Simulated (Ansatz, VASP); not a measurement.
# CdS in VASP and in Ansatz

```
Cd S
1.0
     4.13700    0.00000    0.00000
    -2.06850    3.58275    0.00000
     0.00000    0.00000    6.71600
Cd S
2 2
Direct
  0.33333 0.66667 0.97231
  0.66667 0.33333 0.47231
  0.33333 0.66667 0.40469
  0.66667 0.33333 0.90469
```

Change from the starting cell: polar distortion scaled by 0.55.

Alike in both runs: task single point; functional PBEsol; k mesh 9 × 9 × 4; no spin polarisation.

|  | VASP | Ansatz |
| --- | --- | --- |
| version | VASP 6.6.1 | Ansatz 0.2.0 |
| potentials or method | VASP PAW PBE potentials, release 64 (Cd, S) | scalar-relativistic, plane waves, PAW |
| plane-wave cutoff (eV) | 520 | 420 |
| occupations | gaussian, width 0.01 eV | fixed |
| valence electrons in the cell | 36 | 52 |

|  | VASP | Ansatz | Ansatz less VASP |
| --- | --- | --- | --- |
| gap on the k mesh at the Fermi level (eV) | 1.26 | 1.25 | -0.008 |
| least direct gap on the mesh (eV) | 1.26 | 1.25 | -0.008 |
| pressure (GPa) | 1.9 | 1.5 | -0.44 |
| largest component of the traceless stress (GPa) | 5.10 | 4.83 | -0.268 |
| rms of the force components (eV/Å) | 0.397 | 0.384 | -0.0125 |

Atom by atom the forces differ by 0.012 eV/Å (rms over components). The two sets of potentials don't hold the same shells in valence. Ansatz warned: «pseudo_functional_mismatch».

Caveats: the PAW data sets were made with another functional, which shifts forces and pressure a little (VASP).
